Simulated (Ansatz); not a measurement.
## CoO: single point with PBE

Crystal: CoO.

```xyz
2
Lattice="1.5055 0.8692 2.4399 -1.5055 0.8692 2.4399 0.0000 -1.7384 2.4399" Properties=species:S:1:pos:R:3 pbc="T T T"
Co    0.0000    0.0000    0.0000
O     0.0000    0.0000    3.6599
```

The cell is a database's computed one.

```json
{
 "Program": "Ansatz 0.2.0",
 "Task": "single point",
 "Functional": "PBE",
 "Potentials or basis": "Ansatz PAW",
 "Cutoff": "420 eV (not typed: the program's choice for these potentials)",
 "k mesh": "11 × 11 × 11",
 "Occupations": "gaussian, width 0.019 eV",
 "Spin": "collinear spin, ferromagnetic start",
 "Starting moments": "[2.0, 0.0] μB"
}
```

The pressure is 0.1 GPa, the band gap on the k mesh is none (metal or under the smearing width) and the net moment is 2.94 μB per cell. The absolute moment is 2.96 μB per cell and the site moments are Co +2.50; O +0.33 μB.

Stress tensor (GPa, compression positive):
```
 0.33  0.00  0.00
 0.00  0.33  0.00
 0.00  0.00 -0.48
```

Levels at points of the mesh, in eV from the Fermi level:
Spin up:
| k point | band 11 | band 12 | band 13 | band 14 | band 15 | band 16 |
| --- | --- | --- | --- | --- | --- | --- |
| (0.00, 0.00, 0.00) | -3.16 | -3.16 | -3.09 | 0.93 | 16.73 | 17.98 |
Spin down:
```
           k point  band 8  band 9  band 10  band 11  band 12  band 13
(0.00, 0.00, 0.00)   -2.63   -1.14    -1.14    -1.13     0.06     0.06
```

It took 6.8 s on 2 threads of Intel(R) Xeon(R) Platinum 8488C (Sapphire Rapids), with other jobs on the host, peak memory 0.43 GiB.

Caveat: the pressure holds a Pulay correction of +0.7 GPa for the finite cutoff; a cell with one magnetic atom can't hold antiferromagnetic order, which such compounds often take; semilocal functionals often make such compounds metallic where correlation or magnetic order opens a gap, which also shifts bond lengths. With open d or f shells a metallic result of PBE can be an artefact of self-interaction; +U or a hybrid may open a gap.
